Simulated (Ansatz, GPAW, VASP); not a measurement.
**Si: programs and potentials compared**

```
Si
1.0
     0.00000    2.72185    2.72185
     2.72185    0.00000    2.72185
     2.72185    2.72185    0.00000
Si
2
Direct
  0.50000 0.50000 0.50000
  0.75000 0.75000 0.75000
```

Alike in all runs: task single point; functional PBE; k mesh 8 × 8 × 8; occupations gaussian, width 0.023 eV; no spin polarisation; no spin-orbit coupling. Pressure is positive in compression and, in plane waves, holds the error of the finite cutoff, which Ansatz's Pulay term estimates and takes out.

```tsv
program and potentials	plane-wave cutoff (eV)	notes	band gap (eV)	pressure (GPa)
Ansatz, Ansatz PAW	420	Pulay term of +0.02 GPa included	0.63	1.34
VASP, PBE PAW files Si, 520 eV	520	-	0.63	1.26
GPAW, GPAW PAW data sets (gpaw-data 1.2.1)	600	-	0.62	1.61
Ansatz, all-electron LAPW, scalar-relativistic	-	-	0.63	1.31
```

The band gap spans 0.62 (GPAW, GPAW PAW data sets (gpaw-data 1.2.1)) to 0.63 eV (VASP, PBE PAW files Si, 520 eV), with all-electron results at 0.63. The pressure spans 1.26 (VASP, PBE PAW files Si, 520 eV) to 1.61 GPa (GPAW, GPAW PAW data sets (gpaw-data 1.2.1)), with all-electron results at 1.31. The gap is indirect and read on the mesh alone.

Differences between rows come from potentials, basis sets and numerical settings, since the functional is the same but for its coding. Runs on potential files found faulty are left out.
